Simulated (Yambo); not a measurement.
SiC (Moissanite 3C) in Yambo: convergence with bands in self energy

SiC (Moissanite 3C):

```xyz
2
Lattice="0.0000 2.2356 2.2356 2.2356 0.0000 2.2356 2.2356 2.2356 0.0000" Properties=species:S:1:pos:R:3 pbc="T T T"
Si    0.0000    0.0000    0.0000
C     3.3534    3.3534    3.3534
```

The cell isn't the ideal one: cell stretched.

| Quantity | Value |
| --- | --- |
| Program | Yambo 5.3.0 |
| Task | G0W0 quasiparticle levels |
| Functional | PBE |
| Potentials or basis | PseudoDojo 0.4.1 SR PBE standard |
| Cutoff | 1116 eV |
| Density cutoff | 4463 eV |
| k mesh | 6 × 6 × 6 |
| Occupations | fixed |
| Spin | no spin polarisation |
| k mesh of the self-consistent run | 10 × 10 × 10 |
| Random integration of the Coulomb term | yes |
| Direction of the field or of q to 0 | x + y + z |
| Broadening | 0.1 eV |
| States corrected | Γ and the k points of the band edges |
| Frequency dependence of W | plasmon pole |
| Terminator of the band sum in the self-energy | none |
| Quasiparticle equation | linearised (Newton) |
| Imaginary frequency of the plasmon-pole fit | 27.2114 eV |
| Bands in the response | 104 |
| Bands in the self-energy | 9 |
| Cutoff of the response matrix | 18 Ry |
| Cutoff of exchange and Vxc | 82 Ry |
| Bands corrected (first, last) | [4, 5] |

These are the settings of the first run; the series varies bands in self energy, with any setting tied to it.

```
bands in self energy  quasiparticle gap at the points computed (eV)
                   9                                          1.744
                  14                                          1.804
                  24                                          1.903
                  44                                          2.022
                 104                                          2.128
```

Not settled before the last step: the quasiparticle gap at the points computed (to 0.05 eV). The tightest run that finished is the yardstick and may itself not be fully converged.

Caveat, for the tightest run too: this version prints the column dSc/dw multiplied by 27.2.
